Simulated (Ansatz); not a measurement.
# TaSi2: the cost of one run

Program: Ansatz 0.2.0. Level of theory: DFT PBE, scalar-relativistic, plane waves, PAW. These are calculated values, not measurements.

The COD entry's cell or inner coordinates are ideal or old and differ from later refinements, so a difference from it is no clean test against experiment.

1 further run of the same task is left out (it didn't finish).

## (1) Starting point

The structure is hexagonal, space group P6_222 (No. 180). Conventional cell: a = 4.780 Å, b = 4.780 Å, c = 6.564 Å, α = 90.00°, β = 90.00°, γ = 120.00°. Around Ta (site symmetry 222) lie 10 Si at 2.59 to 2.76 Å. Around Si (site symmetry 2) lie 5 Si at 2.59 to 2.76 Å and 5 Ta at 2.59 to 2.76 Å.

Coordinates:

```
CELL_PARAMETERS angstrom
4.78000 0.00000 0.00000
-2.39000 4.13960 0.00000
0.00000 0.00000 6.56400
ATOMIC_POSITIONS crystal
Ta 0.50000 0.00000 0.50000
Ta 0.50000 0.50000 0.83333
Ta 0.00000 0.50000 0.16667
Si 0.16665 0.33330 0.50000
Si 0.83335 0.16665 0.83333
Si 0.66670 0.83335 0.16667
Si 0.83335 0.66670 0.50000
Si 0.16665 0.83335 0.83333
Si 0.33330 0.16665 0.16667
```

The structure rests on an entry of the Crystallography Open Database; cell or positions may have been set otherwise for this series.

## (2) Relaxing cell and atoms: TaSi2, no spin

input.yaml reads:

```yaml
crystal:
  lattice:
    - [4.78, 0.0, 0.0]
    - [-2.39, 4.1396014301, 0.0]
    - [0.0, 0.0, 6.564]
  atoms:
    - { symbol: Ta, position: [0.5, 0.0, 0.5] }
    - { symbol: Ta, position: [0.5, 0.5, 0.8333333333] }
    - { symbol: Ta, position: [0.0, 0.5, 0.1666666667] }
    - { symbol: Si, position: [0.16665, 0.3333, 0.5] }
    - { symbol: Si, position: [0.83335, 0.16665, 0.8333333333] }
    - { symbol: Si, position: [0.6667, 0.83335, 0.1666666667] }
    - { symbol: Si, position: [0.83335, 0.6667, 0.5] }
    - { symbol: Si, position: [0.16665, 0.83335, 0.8333333333] }
    - { symbol: Si, position: [0.3333, 0.16665, 0.1666666667] }
scf:
  occupations: { method: methfessel_paxton, width: 0.1 }
output:
  forces: true
  stress: true
  eigenvalues: true
  write_density: true
  write_potential: true
  elf: true
  volumetric_format: npy
kpoints:
  mp_grid: { grid: [12, 12, 8] }
hamiltonian:
  xc: pbe
relax:
  f_tol: 0.01
  adjacent_minimum: "off"
  cell: { stress_tol: 0.05 }
```

The run is started by

```
$ ansatz run input.yaml --threads 8 --pin off --max-ram 40960MiB --backend cpu --events-out ev --progress --plain --runs-dir out
```

What time and memory should one allow on 8 threads of Arm Neoverse V2, shared host?

About 48 s, with a peak of 0.81 GiB.
